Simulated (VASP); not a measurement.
# Cu (Im-3m) in VASP: single point with PBE

Aim: the single point of Cu with PBE.

All numbers are computed with VASP 6.6.1; they aren't measurements. Logs are shortened: lines on timing, memory, paths and dates and some standing lists are left out, and cuts for length are marked.

### Step 1. Starting point

It takes space group Im-3m (No. 229, cubic). Conventional cell: a = 2.885 Å, b = 2.885 Å, c = 2.885 Å, α = 90.00°, β = 90.00°, γ = 90.00°. Cu (site symmetry m-3m) is surrounded by 8 Cu at 2.50 Å.

This isn't the form of Cu at room conditions, which is fcc.

### Step 2. Single point, PBE, non-collinear spin, zero start, spin-orbit coupling

INCAR reads:

```
SYSTEM = Cu
ALGO = Normal ; EDIFF = 1E-7
ENCUT = 520 ; GGA = PE
GGA_COMPAT = .FALSE. ; ISIF = 2
ISMEAR = -1 ; LASPH = .TRUE.
LCHARG = .FALSE. ; LMAXMIX = 4
LNONCOLLINEAR = .TRUE. ; LORBIT = 11
LORBMOM = .TRUE. ; LREAL = .FALSE.
LSORBIT = .TRUE. ; LWAVE = .FALSE.
MAGMOM = 0 0 0 ; NBANDS = 22
NELM = 150 ; PREC = Accurate
SIGMA = 0.05
```

KPOINTS reads:

```
k-points
0
G
  20 20 20
  0 0 0
```

POSCAR reads:

```
Cu
1.0
   -1.4423581804      1.4423581804      1.4423581804
    1.4423581804     -1.4423581804      1.4423581804
    1.4423581804      1.4423581804     -1.4423581804
Cu
1
Direct
    0.0000000000      0.0000000000      0.0000000000
```

Potentials or basis: VASP PAW PBE potentials, release 64 (Cu).

Run with:

```console
$ cat potpaw_PBE.64/Cu/POTCAR > POTCAR
$ mpirun -np 1 vasp_ncl > vasp.out
```

OUTCAR:

```text
SYSTEM = Cu
   EDIFF = 1E-7
   ENCUT = 520
   GGA = PE
   ISIF = 2
   ISMEAR = -1
   LASPH = .TRUE.
   LNONCOLLINEAR = .TRUE.
   LORBIT = 11
   LREAL = .FALSE.
   LSORBIT = .TRUE.
   NELM = 150
   PREC = Accurate

 ion  position               nearest neighbor table
   1  0.000  0.000  0.000-

  LATTYP: Found a body centered cubic cell.
 ALAT       =     2.8847163608

  Lattice vectors:

 A1 = (  -1.4423581804,   1.4423581804,   1.4423581804)
 A2 = (   1.4423581804,  -1.4423581804,   1.4423581804)
 A3 = (   1.4423581804,   1.4423581804,  -1.4423581804)

Analysis of symmetry for initial positions (statically):
=====================================================================
 Subroutine PRICEL returns:
 Original cell was already a primitive cell.

 Routine SETGRP: Setting up the symmetry group for a
 body centered cubic supercell.

 Subroutine GETGRP returns: Found 48 space group operations
 (whereof 48 operations were pure point group operations)
 out of a pool of 48 trial point group operations.

The static configuration has the point symmetry O_h .

Analysis of symmetry for dynamics (positions and initial velocities):
=====================================================================
 Subroutine PRICEL returns:
 Original cell was already a primitive cell.

 Routine SETGRP: Setting up the symmetry group for a
 body centered cubic supercell.

 Subroutine GETGRP returns: Found 48 space group operations
 (whereof 48 operations were pure point group operations)
 out of a pool of 48 trial point group operations.

The dynamic configuration has the point symmetry O_h .

Analysis of structural, dynamic, and magnetic symmetry:
=====================================================================
 Subroutine PRICEL returns:
 Original cell was already a primitive cell.

 Routine SETGRP: Setting up the symmetry group for a
 body centered cubic supercell.

 Subroutine GETGRP returns: Found 48 space group operations
 (whereof 48 operations were pure point group operations)
 out of a pool of 48 trial point group operations.

The overall configuration has the point symmetry O_h .

 Subroutine INISYM returns: Found 48 space group operations
 (whereof 48 operations are pure point group operations),
 and found     1 'primitive' translations
[... 147 lines left out ...]
 cond. band min:       7.4006028380   @ k =   0.2000   0.2000   0.1000
 fundamental gap:      0.0121749723
 Fermi energy:         7.3906346887

 k-point     1 :       0.0000    0.0000    0.0000
  band No.  band energies     occupation
      1      -1.8362      1.00000
      2      -1.8362      1.00000
      3       4.2547      1.00000
      4       4.2547      1.00000
      5       4.2547      1.00000
      6       4.2547      1.00000
[... 589 lines left out ...]
     21      34.2680      0.00000
     22      34.2680      0.00000

 [... further k-points ...]

------------------------ aborting loop because EDIFF is reached ----------------------------------------

  FORCE on cell =-STRESS in cart. coord.  units (eV):
  Direction    XX          YY          ZZ          XY          YZ          ZX
  --------------------------------------------------------------------------------------
  -------------------------------------------------------------------------------------
  Total        0.0423664      0.0423664      0.0423664      0.0000000     -0.0000000      0.0000000
  in kB        5.6552571      5.6552571      5.6552571      0.0000000     -0.0000000      0.0000000
  external PRESSURE =       5.6552571 kB  Pullay stress =       0.0000000 kB

 VOLUME and BASIS-vectors are now :
 -----------------------------------------------------------------------------
  energy-cutoff  :      520.00
  volume of cell :       12.00
      direct lattice vectors                 reciprocal lattice vectors
    -1.442358180  1.442358180  1.442358180     0.000000000  0.346654532  0.346654532
     1.442358180 -1.442358180  1.442358180     0.346654532  0.000000000  0.346654532
     1.442358180  1.442358180 -1.442358180     0.346654532  0.346654532  0.000000000

 POSITION                                       TOTAL-FORCE (eV/Angst)
 -----------------------------------------------------------------------------------
      0.00000      0.00000      0.00000         0.000000      0.000000     -0.000000
 -----------------------------------------------------------------------------------
    total drift:                                0.000000     -0.000000      0.000000

  FREE ENERGIE OF THE ION-ELECTRON SYSTEM (eV)
  ---------------------------------------------------
  free  energy   TOTEN  =        -3.6972556248 eV

  energy  without entropy=       -3.6929036229  energy(sigma->0) =       -3.69507962

 orbital moment (x)

 # of ion     p       d       tot
 ----------------------------------------
  1         0.000   0.000   0.000
 ----------------------------------------
            0.000   0.000   0.000

 orbital moment (y)

 # of ion     p       d       tot
 ----------------------------------------
  1         0.000   0.000   0.000
 ----------------------------------------
            0.000   0.000   0.000

 orbital moment (z)

 # of ion     p       d       tot
 ----------------------------------------
  1         0.000   0.000   0.000
 ----------------------------------------
            0.000   0.000   0.000

 Spin-Orbit-Coupling matrix elements

 Ion:    1  E_soc:     -0.0130911
 l=   1
     0.0000000    -0.0003427    -0.0003427
    -0.0003427     0.0000000    -0.0003427
    -0.0003427    -0.0003427     0.0000000
 l=   2
     0.0000000    -0.0003564     0.0000000    -0.0003564    -0.0014828
    -0.0003564     0.0000000    -0.0011121    -0.0003564    -0.0003707
     0.0000000    -0.0011121     0.0000000    -0.0011121     0.0000000
    -0.0003564    -0.0003564    -0.0011121     0.0000000    -0.0003707
    -0.0014828    -0.0003707     0.0000000    -0.0003707     0.0000000
 l=   3
     0.0000000     0.0000000     0.0000000     0.0000000     0.0000000     0.0000000     0.0000000
     0.0000000     0.0000000     0.0000000     0.0000000     0.0000000     0.0000000     0.0000000
     0.0000000     0.0000000     0.0000000     0.0000000     0.0000000     0.0000000     0.0000000
     0.0000000     0.0000000     0.0000000     0.0000000     0.0000000     0.0000000     0.0000000
     0.0000000     0.0000000     0.0000000     0.0000000     0.0000000     0.0000000     0.0000000
     0.0000000     0.0000000     0.0000000     0.0000000     0.0000000     0.0000000     0.0000000
     0.0000000     0.0000000     0.0000000     0.0000000     0.0000000     0.0000000     0.0000000

 total charge

# of ion       s       p       d       tot
------------------------------------------
    1        0.441   0.372   9.172   9.985

 magnetization (x)

# of ion       s       p       d       tot
------------------------------------------
    1        0.000   0.000   0.000   0.000

 magnetization (y)

# of ion       s       p       d       tot
------------------------------------------
    1       -0.000   0.000   0.000   0.000

 magnetization (z)

# of ion       s       p       d       tot
------------------------------------------
    1       -0.000  -0.000   0.000  -0.000
```

OSZICAR:

```text
N       E                     dE             d eps       ncg     rms          rms(c)
DAV:   1     0.640619081938E+02    0.64062E+02   -0.50792E+03 13112   0.179E+03
DAV:   2     0.839071060690E+00   -0.63223E+02   -0.58386E+02 11438   0.272E+02
DAV:   3    -0.452033145290E+01   -0.53594E+01   -0.50476E+01 12852   0.858E+01
DAV:   4    -0.459242337485E+01   -0.72092E-01   -0.72013E-01 12860   0.110E+01
DAV:   5    -0.459342533746E+01   -0.10020E-02   -0.10019E-02 13244   0.121E+00    0.758E+00
DAV:   6    -0.406899523610E+01    0.52443E+00   -0.40738E+00 13034   0.778E+01    0.396E+00
DAV:   7    -0.370966932172E+01    0.35933E+00   -0.89001E-01 13020   0.325E+01    0.611E-01
DAV:   8    -0.369844143772E+01    0.11228E-01   -0.70520E-03 14234   0.101E+00    0.256E-01
DAV:   9    -0.369724375512E+01    0.11977E-02   -0.13968E-03 14158   0.141E+00    0.237E-02
DAV:  10    -0.369725520074E+01   -0.11446E-04   -0.67002E-05 12770   0.110E-01    0.119E-02
DAV:  11    -0.369725605157E+01   -0.85083E-06   -0.20414E-06 16286   0.282E-02    0.345E-03
DAV:  12    -0.369725561939E+01    0.43218E-06   -0.18914E-07 14216   0.987E-03    0.555E-04
DAV:  13    -0.369725562485E+01   -0.54586E-08   -0.39865E-09  6742   0.196E-03
   1 F= -.36972556E+01 E0= -.36950796E+01  d E =-.435200E-02  mag=    -0.0000     0.0000    -0.0000
```

Wall time 61 s (1 thread of Intel Xeon 6975P-C (Granite Rapids), shared host); peak memory 0.22 GiB.

Results:

* Free energy: -3.6973 eV
* Pressure: 0.6 GPa
* Net moment: 0.00 μB per cell
* Valence electrons inside the program's atomic spheres: Cu 9.98

Moments on the atoms (μB; x, y, z):
```
Cu  0.00 0.00 0.00
```
